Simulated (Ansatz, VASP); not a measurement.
## Cd2O in VASP and in Ansatz

```
Cd O
1.0
     3.27737    0.00000    0.00000
     0.00000    3.27737    0.00000
     0.00000    0.00000    9.90526
Cd O
4 2
Direct
  0.00000 0.50000 0.14921
  0.00000 0.50000 0.64921
  0.50000 0.00000 0.35079
  0.50000 0.00000 0.85079
  0.00000 0.00000 0.00000
  0.50000 0.50000 0.50000
```

Alike in both runs: functional r2SCAN; k mesh 6 × 6 × 2; occupations gaussian, width 0.1 eV; no spin polarisation.

Ansatz relaxed the structure, and its values are those at the end. VASP's run is a single point on that final structure, the one shown.

```csv
,VASP,Ansatz
version,VASP 6.6.1,Ansatz 0.2.0
potentials or method,"VASP PAW PBE potentials, release 64 (Cd, O)","scalar-relativistic, plane waves, PAW"
plane-wave cutoff (eV),520,500
valence electrons in the cell,60,92
```

|  | VASP | Ansatz | Ansatz less VASP |
| --- | --- | --- | --- |
| gap on the k mesh at the Fermi level (eV) | none | none | - |
| pressure (GPa) | 1.1 | 0.0 | -1.09 |
| rms of the force components (eV/Å) | 0.047 | 0.004 | -0.0426 |

A gap of «none» marks a metal or a gap that the smearing closes. With one functional, cell and mesh, what is left measures potentials, basis and numerics. The two sets of potentials don't hold the same shells in valence.

Caveats: the PAW data sets were made with another functional, which shifts forces and pressure a little (VASP).
